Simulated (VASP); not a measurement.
# Al2O3 (P-6m2) in VASP: a series of runs, part 2 of 2

VASP 6.6.1. The steps go on from the part before.

## (5) Single point, LDA

Input file INCAR:

```
SYSTEM = Al2O3
PREC     = Normal         ! precision mode
ENCUT    = 500            ! plane-wave cutoff, eV
EDIFF    = 1E-7           ! SCF threshold, eV
ISMEAR   = 0              ! smearing method
SIGMA    = 0.05           ! smearing width, eV
LREAL    = .FALSE.        ! projectors in reciprocal space
LASPH    = .TRUE.         ! aspherical terms in the spheres
NELM     = 100            ! most SCF steps
ALGO     = Normal         ! electronic algorithm
ISIF     = 2              ! what is computed and relaxed
LWAVE    = .FALSE.        ! write WAVECAR
LCHARG   = .FALSE.        ! write CHGCAR
GGA      = CA             ! functional
NBANDS   = 20             ! bands
ADDGRID  = .FALSE.
```

Input file KPOINTS:

```
Automatic mesh
0
G
  11 11 3
  0 0 0
```

Input file POSCAR:

```
Al2O3
1.0
    2.8843249483      0.0000000000      0.0000000000
   -1.4421624742      2.4978986780      0.0000000000
    0.0000000000      0.0000000000      9.3367544600
Al O
2 3
Direct
    0.0000000000      0.0000000000      0.8500076700
    0.0000000000      0.0000000000      0.1499923300
    0.3333333333      0.6666666667      0.7776830800
    0.6666666667      0.3333333333      0.0000000000
    0.3333333333      0.6666666667      0.2223169200
```

Potentials or basis: VASP PAW LDA potentials, release 64 (Al, O).

Launch:

```
cat potpaw_LDA.64/Al/POTCAR potpaw_LDA.64/O/POTCAR > POTCAR
mpirun -np 1 vasp_std > vasp.out
```

OUTCAR:

```text
SYSTEM = Al2O3
   PREC = Normal
   ENCUT = 500
   EDIFF = 1E-7
   ISMEAR = 0
   LREAL = .FALSE.
   LASPH = .TRUE.
   NELM = 100
   ISIF = 2
   GGA = CA

 Found     32 irreducible k-points:

 Following reciprocal coordinates:
            Coordinates               Weight
  0.000000  0.000000  0.000000      1.000000
  0.090909 -0.000000  0.000000      6.000000
  0.181818 -0.000000  0.000000      6.000000
  0.272727  0.000000  0.000000      6.000000
  0.363636  0.000000  0.000000      6.000000
  0.454545 -0.000000  0.000000      6.000000
   k-points           NKPTS =     32   k-points in BZ     NKDIM =     32   number of bands    NBANDS=     20
   number of dos      NEDOS =    301   number of ions     NIONS =      5
   total plane-waves  NPLWV =  13824
   dimension x,y,z NGX =    16 NGY =   16 NGZ =   54
   dimension x,y,z NGXF=    32 NGYF=   32 NGZF=  108
   ions per type =               2   3
   NGX,Y,Z   is equivalent  to a cutoff of   9.22,  9.22,  9.61 a.u.
   NGXF,Y,Z  is equivalent  to a cutoff of  18.44, 18.44, 19.23 a.u.
 SYSTEM =  Al2O3
   PREC   = normal    normal or accurate (medium, high low for compatibility)
   ISTART =      0    job   : 0-new  1-cont  2-samecut
   ICHARG =      2    charge: 1-file 2-atom 10-const
   ISPIN  =      1    spin polarized calculation?
   LNONCOLLINEAR =      F non collinear calculations
   LSORBIT =      F    spin-orbit coupling
   LASPH  =      T    aspherical Exc in radial PAW
   ENCUT  =  500.0 eV  36.75 Ry    6.06 a.u.   5.26  5.26 17.02*2*pi/ulx,y,z
   NELM   =    100;   NELMIN=  2; NELMDL= -5     # of ELM steps
   EDIFF  = 0.1E-06   stopping-criterion for ELM
   LREAL  =      F    real-space projection
   EDIFFG = 0.1E-05   stopping-criterion for IOM
   NSW    =      0    number of steps for IOM
   IBRION =     -1    ionic relax: 0-MD 1-quasi-New 2-CG
   NFREE  =      0    steps in history (QN), initial steepest desc. (CG)
   ISIF   =      2    stress and relaxation
   ISYM   =      2    0-nonsym 1-usesym 2-fastsym
   POTIM  = 0.5000    time-step for ionic-motion
   TEBEG  =    0.0;   TEEND  =   0.0 temperature during run
   PSTRESS=    0.0 pullay stress
   NELECT =      24.0000    total number of electrons
   NUPDOWN=      -1.0000    fix difference up-down
   EMIN   =  10.00;   EMAX   =-10.00  energy-range for DOS
   EFERMI =   0.00;   METHOD = LEGACY
   ISMEAR =     0;   SIGMA  =   0.05  broadening in eV -4-tet -1-fermi 0-gaus
   EFERMI_NEDOS =   21; number of points for ismear=-14 and -15
   IALGO  =     38    algorithm
   IMIX   =      4    mixing-type and parameters
     AMIX     =   0.40;   BMIX     =  1.00
     AMIX_MAG =   1.60;   BMIX_MAG =  1.00
  volume/ion in A,a.u.               =      13.45        90.79
  Fermi-wavevector in a.u.,A,eV,Ry     =   1.161111  2.194181 18.343074  1.348178
  Thomas-Fermi vector in A             =   2.297686
   LORBIT       =      0    0 simple, 1 ext, 2 COOP (PROOUT), +10 PAW based schemes
   GGA     = CA    functional components
   LHFCALC =     F    Hartree Fock is set to
   AEXX    =    0.0000 exact exchange contribution
   IVDW    =     0    specifies the selected vdW correction
   LEPSILON=     F    determine dielectric tensor
   LRPA    =     F    only Hartree local field effects (RPA)
 non-spin polarized calculation
 Gauss-broadening in eV      SIGMA  =   0.05
  energy-cutoff  :      500.00
  volume of cell :       67.27
 maximum number of plane-waves:      1719
   NGX = 11   NGY = 11   NGZ = 35

 number of electron      23.9999995 magnetization

 Free energy of the ion-electron system (eV)
  ---------------------------------------------------
  ext. energy  EPLUGINS =         0.00000000
  ---------------------------------------------------
  free energy    TOTEN  =       -40.09407635 eV

  energy without entropy =      -40.09407635  energy(sigma->0) =      -40.09407635

 E-fermi :   0.8012     XC(G=0):  -8.8993

 val. band max:        0.5625150641   @ k =   0.0909   0.0909   0.0000
 cond. band min:       5.3045642227   @ k =   0.0000   0.0000   0.0000
 fundamental gap:      4.7420491586
 Fermi energy:         0.8012221309

 k-point     1 :       0.0000    0.0000    0.0000
  band No.  band energies     occupation
      1     -17.9009      2.00000
      2     -16.8454      2.00000
      3     -15.6104      2.00000
      4      -4.4246      2.00000
      5      -1.5473      2.00000
      6      -0.9204      2.00000
[... 12 lines left out ...]
     19      15.1680      0.00000
     20      15.1724      0.00000
[... 93 lines left out ...]
 k-point     6 :       0.4545   -0.0000    0.0000
  band No.  band energies     occupation
      1     -16.1210      2.00000
      2     -15.7362      2.00000
      3     -15.4026      2.00000
      4      -5.3574      2.00000
      5      -5.2383      2.00000
      6      -3.8064      2.00000
[... 12 lines left out ...]
     19      13.8067      0.00000
     20      14.3725      0.00000

 [... further k-points ...]
[... 5 lines left out ...]
  --------------------------------------------------------------------------------------
  -------------------------------------------------------------------------------------
  Total       -2.9869424     -2.9869424     -2.1179202      0.0000000      0.0000000      0.0000000
  in kB      -71.1414131    -71.1414131    -50.4435031      0.0000000      0.0000000      0.0000000
  external PRESSURE =     -64.2421098 kB  Pullay stress =       0.0000000 kB

 VOLUME and BASIS-vectors are now :
 -----------------------------------------------------------------------------
  energy-cutoff  :      500.00
  volume of cell :       67.27
      direct lattice vectors                 reciprocal lattice vectors
     2.884324948  0.000000000  0.000000000     0.346701574  0.200168247  0.000000000
    -1.442162474  2.497898678  0.000000000     0.000000000  0.400336494  0.000000000
     0.000000000  0.000000000  9.336754460     0.000000000  0.000000000  0.107103598

 POSITION                                       TOTAL-FORCE (eV/Angst)
 -----------------------------------------------------------------------------------
      0.00000      0.00000      7.93631        -0.000000     -0.000000     -0.018639
      0.00000      0.00000      1.40044        -0.000000     -0.000000      0.018639
     -0.00000      1.66527      7.26104         0.000000     -0.000000      0.498132
      1.44216      0.83263      0.00000        -0.000000      0.000000      0.000000
     -0.00000      1.66527      2.07572         0.000000      0.000000     -0.498132
 -----------------------------------------------------------------------------------
    total drift:                               -0.000004      0.000002     -0.000000

  FREE ENERGIE OF THE ION-ELECTRON SYSTEM (eV)
  ---------------------------------------------------
  free  energy   TOTEN  =       -40.0940763454 eV

  energy  without entropy=      -40.0940763454  energy(sigma->0) =      -40.09407635
```

OSZICAR:

```text
N       E                     dE             d eps       ncg     rms          rms(c)
DAV:   1     0.112531462088E+03    0.11253E+03   -0.12000E+04  1280   0.104E+03
DAV:   2    -0.365371639875E+02   -0.14907E+03   -0.14414E+03  1560   0.246E+02
DAV:   3    -0.446732323457E+02   -0.81361E+01   -0.81068E+01  1672   0.593E+01
DAV:   4    -0.447557457581E+02   -0.82513E-01   -0.82491E-01  1652   0.659E+00
DAV:   5    -0.447568480191E+02   -0.11023E-02   -0.11022E-02  1692   0.713E-01    0.127E+01
DAV:   6    -0.402651540008E+02    0.44917E+01   -0.14505E+01  1384   0.268E+01    0.476E+00
DAV:   7    -0.401793911987E+02    0.85763E-01   -0.44932E-01  1532   0.464E+00    0.246E+00
DAV:   8    -0.401090330935E+02    0.70358E-01   -0.55431E-02  1652   0.204E+00    0.884E-01
DAV:   9    -0.400929146607E+02    0.16118E-01   -0.15762E-02  1704   0.110E+00    0.167E-01
DAV:  10    -0.400928736773E+02    0.40983E-04   -0.28743E-03  1576   0.351E-01    0.135E-01
DAV:  11    -0.400937598689E+02   -0.88619E-03   -0.29021E-03  1536   0.513E-01    0.863E-02
DAV:  12    -0.400939444038E+02   -0.18453E-03   -0.49169E-04  1476   0.152E-01    0.571E-02
DAV:  13    -0.400940713682E+02   -0.12696E-03   -0.30766E-04  1484   0.123E-01    0.213E-02
DAV:  14    -0.400940752864E+02   -0.39183E-05   -0.23160E-05  1652   0.472E-02    0.653E-03
DAV:  15    -0.400940759059E+02   -0.61942E-06   -0.47399E-06  1564   0.153E-02    0.253E-03
DAV:  16    -0.400940763447E+02   -0.43887E-06   -0.53673E-07  1584   0.557E-03    0.983E-04
DAV:  17    -0.400940763454E+02   -0.63415E-09   -0.52711E-08  1324   0.212E-03
   1 F= -.40094076E+02 E0= -.40094076E+02  d E =-.108301E-12
```

stdout:

```text
POSCAR found type information on POSCAR AlO
 POSCAR found :  2 types and       5 ions
 scaLAPACK will be used
 LDA part: xc-table for (Slater(with rela. corr.)+CA(PZ))
 , standard interpolation
 POSCAR, INCAR and KPOINTS ok, starting setup
 FFT: planning ... GRIDC
 FFT: planning ... GRID_SOFT
 FFT: planning ... GRID
 WAVECAR not read
 entering main loop
```

It took 13 s on 1 thread of Intel Xeon Platinum 8488C (Sapphire Rapids), shared host; peak memory 0.14 GiB.

The run converged, but some of its settings lie outside the range that counts as converged, so its numbers aren't taken as properties of the crystal.

What came out:

```
Free energy            : -40.0941 eV
Pressure               : -6.4 GPa
Largest force          : 0.498 eV/Å
Band gap on the k mesh : 4.74 eV, indirect (least direct gap 4.99 eV)
```

Caveat: an odd mesh through Γ misses points on the zone boundary, where band edges often lie.

## (6) Single point, LDA

Edit INCAR of step 5 so:

```diff
@@ -1,5 +1,5 @@
 SYSTEM = Al2O3
-PREC     = Normal         ! precision mode
+PREC     = Accurate       ! precision mode
 ENCUT    = 500            ! plane-wave cutoff, eV
-EDIFF    = 1E-7           ! SCF threshold, eV
+EDIFF    = 1E-5           ! SCF threshold, eV
 ISMEAR   = 0              ! smearing method
```

KPOINTS is that of step 5.

POSCAR is that of step 5.

Potentials or basis: VASP PAW LDA potentials, release 64 (Al, O).

Launch:

```
cat potpaw_LDA.64/Al/POTCAR potpaw_LDA.64/O/POTCAR > POTCAR
mpirun -np 1 vasp_std > vasp.out
```

Wall time 26 s (1 thread of Intel Xeon Platinum 8488C (Sapphire Rapids), shared host); peak memory 0.17 GiB.

The run converged, but some of its settings lie outside the range that counts as converged, so its numbers aren't taken as properties of the crystal.

What came out:

| Item | Value |
| --- | --- |
| Free energy | -40.0937 eV |
| Pressure | -6.4 GPa |
| Largest force | 0.496 eV/Å |
| Band gap on the k mesh | 4.74 eV, indirect (least direct gap 4.99 eV) |

Caveat: an odd mesh through Γ misses points on the zone boundary, where band edges often lie.
